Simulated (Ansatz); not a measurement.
Bi:

```
Bi
1.0
     3.48860   -3.13258    0.00000
     3.48860    3.13258    0.00000
    -1.26023    0.00000    3.11355
Bi
2
Direct
  0.75306 0.75306 0.85738
  0.24694 0.24694 0.14262
```

This isn't the form of Bi at room conditions, which is rhombohedral.

| Quantity | Value |
| --- | --- |
| Program | Ansatz 0.2.0 |
| Task | relaxation of cell and atoms |
| Functional | PBEsol |
| Potentials or basis | Ansatz PAW |
| Cutoff | 420 eV (not typed: the program's choice for these potentials) |
| k mesh | 6 × 6 × 9 |
| Occupations | fermi-dirac, width 0.05 eV |
| Spin | no spin polarisation |

At the start: volume 34.03 Å³/atom.

**Question.** Where does the relaxation end?

**Answer.** It ends after 9 steps and the volume is 32.31 Å³/atom (-5.0 %); space group C2/m (No. 12, to 0.05 Å).

Step by step:
```
step  energy change (eV)  largest force (eV/Å)  volume (Å³)
   1              0.0000                0.0593        68.05
   2             -0.0236                0.0989        63.39
   3             -0.0306                0.0227        64.86
   4             -0.0321                0.0158        64.75
   5             -0.0330                0.0132        64.58
   6             -0.0332                0.0014        64.60
   7             -0.0333                0.0047        64.60
   8             -0.0333                0.0030        64.62
   9             -0.0327                0.0030        64.62
```

Final structure:
```
Bi
1.0
     3.46932   -3.02362   -0.02476
     3.46932    3.02362   -0.02476
    -1.27537    0.00000    3.08909
Bi
2
Direct
  0.75317 0.75317 0.83773
  0.24683 0.24683 0.16227
```

Caveat: the plane-wave basis is chosen anew once the cell has moved, so the energies of steps on either side of that aren't comparable; the PAW data sets come from PBE, with cores solved anew for the run's functional, which leaves a small shift of forces and pressure.
